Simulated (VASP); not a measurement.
Set up this calculation in VASP 6.6.1, as the native input.

- Task: band structure
- Functional: HSE06
- Potentials or basis: VASP PAW PBE potentials, release 64 (Si)
- Cutoff: 520 eV
- k mesh: 6 × 6 × 6
- Occupations: gaussian, width 0.02 eV
- Spin: no spin polarisation
- Grid for exact exchange (PRECFOCK): Fast
- Screening parameter: 0.2 1/A
- Further INCAR settings: ALGO = Normal; EDIFF = 1e-07; NBANDS = 11

Si:

```
CELL_PARAMETERS angstrom
0.00000 2.71763 2.71763
2.71763 0.00000 2.71763
2.71763 2.71763 0.00000
ATOMIC_POSITIONS crystal
Si 0.50000 0.50000 0.50000
Si 0.75000 0.75000 0.75000
```

These files were run (other wordings do the same):

POSCAR

```
Si
1.0
    0.0000000000      2.7176300000      2.7176300000
    2.7176300000      0.0000000000      2.7176300000
    2.7176300000      2.7176300000      0.0000000000
Si
2
Direct
    0.5000000000      0.5000000000      0.5000000000
    0.7500000000      0.7500000000      0.7500000000
```

INCAR.step1

```
SYSTEM = Si
PREC = Accurate ; ENCUT = 520
EDIFF = 1E-5 ; ISMEAR = 0
SIGMA = 0.02 ; LREAL = .FALSE.
LASPH = .TRUE. ; NELM = 60
ALGO = Normal ; ISIF = 2
LWAVE = .TRUE. ; LCHARG = .FALSE.
NBANDS = 11 ; GGA = PE
```

INCAR.step2

```
SYSTEM = Si
PREC = Accurate ; ENCUT = 520
EDIFF = 1E-7 ; ISMEAR = 0
SIGMA = 0.02 ; LREAL = .FALSE.
LASPH = .TRUE. ; NELM = 60
ALGO = Normal ; ISIF = 2
LWAVE = .FALSE. ; LCHARG = .FALSE.
GGA = PE ; LHFCALC = .TRUE.
HFSCREEN = 0.2 ; PRECFOCK = Fast
NBANDS = 11 ; ISTART = 1
```

KPOINTS

```
Automatic mesh
0
G
  6 6 6
  0 0 0
```

KPOINTS_OPT

```
path GXWKGLUWLK,UX
12
line-mode
reciprocal
 0.0000000000  0.0000000000  0.0000000000  G
 0.5000000000  0.0000000000  0.5000000000  X

 0.5000000000  0.0000000000  0.5000000000  X
 0.5000000000  0.2500000000  0.7500000000  W

 0.5000000000  0.2500000000  0.7500000000  W
 0.3750000000  0.3750000000  0.7500000000  K

 0.3750000000  0.3750000000  0.7500000000  K
 0.0000000000  0.0000000000  0.0000000000  G

 0.0000000000  0.0000000000  0.0000000000  G
 0.5000000000  0.5000000000  0.5000000000  L

 0.5000000000  0.5000000000  0.5000000000  L
 0.6250000000  0.2500000000  0.6250000000  U

 0.6250000000  0.2500000000  0.6250000000  U
 0.5000000000  0.2500000000  0.7500000000  W

 0.5000000000  0.2500000000  0.7500000000  W
 0.5000000000  0.5000000000  0.5000000000  L

 0.5000000000  0.5000000000  0.5000000000  L
 0.3750000000  0.3750000000  0.7500000000  K

 0.6250000000  0.2500000000  0.6250000000  U
 0.5000000000  0.0000000000  0.5000000000  X
```

Potentials or basis: VASP PAW PBE potentials, release 64 (Si).

Run with:

```console
$ cat potpaw_PBE.64/Si/POTCAR > POTCAR
$ cp INCAR.step1 INCAR
$ mpirun -np 1 vasp_std > vasp.out
$ cp INCAR.step2 INCAR
$ mpirun -np 1 vasp_std > vasp.out
```

Results of the run:

| Property | Result |
| --- | --- |
| Pressure | -0.1 GPa |
| Band gap on the k mesh | 1.31 eV, indirect (least direct gap 3.34 eV) |
| Band gap along the path | 1.17 eV, indirect (least direct gap 3.34 eV) |

Caveat: the PAW data sets were made with another functional, which shifts forces and pressure a little; the mesh misses the band edges, which the band path finds closer together.

Wall time 12 min on 1 thread of Intel(R) Xeon(R) Platinum 8488C (Sapphire Rapids), on a shared host, peak memory 0.33 GiB.
